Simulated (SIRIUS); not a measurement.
Ca:

```
Ca
1.0
    -2.24000    2.24000    2.24000
     2.24000   -2.24000    2.24000
     2.24000    2.24000   -2.24000
Ca
1
Direct
  0.00000 0.00000 0.00000
```

This isn't the form of Ca at room conditions, which is fcc.

* Program: SIRIUS 7.12.0
* Task: single point
* Functional: PBE
* Potentials or basis: all-electron FP-LAPW
* Cutoff: 144 eV
* Basis: apw+lo standard
* k mesh: 8 × 8 × 8
* Occupations: fermi-dirac, width 0.05 eV
* Spin: no spin polarisation

On this cell: band gap on the k mesh none (metal or under the smearing width).

The same run follows on a disturbed copy (cell strained at random):

```
Ca
1.0
    -2.25163    2.21383    2.23487
     2.21603   -2.23722    2.22267
     2.28387    2.26947   -2.25827
Ca
1
Direct
  0.01023 0.00536 0.01779
```

Question: What does the disturbed cell give?

Answer: The energy (extrapolated to zero smearing) moves by +0.9 meV/atom; band gap on the k mesh none (metal or under the smearing width).

Caveats: the cell was measured hot, at 740 K.
